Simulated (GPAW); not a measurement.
## GaP: equation of state with LDA

GaP:

```xyz
2
Lattice="3.8541 0.0000 0.0000 1.9270 3.3377 0.0000 1.9270 1.1126 3.1468" Properties=species:S:1:pos:R:3 pbc="T T T"
Ga    0.0000    0.0000    0.0000
P     5.7811    3.3377    2.3601
```

```
Program             : GPAW 26.7.0
Task                : equation of state
Functional          : LDA
Potentials or basis : HGH pseudopotentials
Cutoff              : 800 eV
Basis               : pw
k mesh              : 8 × 8 × 8
Occupations         : fermi-dirac, width 0.05 eV
Spin                : no spin polarisation
Maxiter             : 150
Eos scales          : [0.94, 0.96, 0.98, 1.0, 1.02, 1.04, 1.06]
```

```yaml
Equilibrium_volume: "18.82 Å³/atom (rough: see the caveat)"
Bulk_modulus: 93 GPa (rough)
```

Energy against volume, from the lowest point:
```tsv
volume (Å³/atom)	energy (meV/atom)
19.026	0.00
19.431	4.83
19.836	13.90
20.240	26.74
20.645	42.93
21.050	62.09
21.455	83.89
```

Run time: 60 s on 1 thread of Intel(R) Xeon(R) Platinum 8488C (Sapphire Rapids), on a shared host, peak memory 0.22 GiB.

Caveat: the minimum lies outside the volumes run; HGH potentials are hard and often keep d shells in the core, so these values are rough.
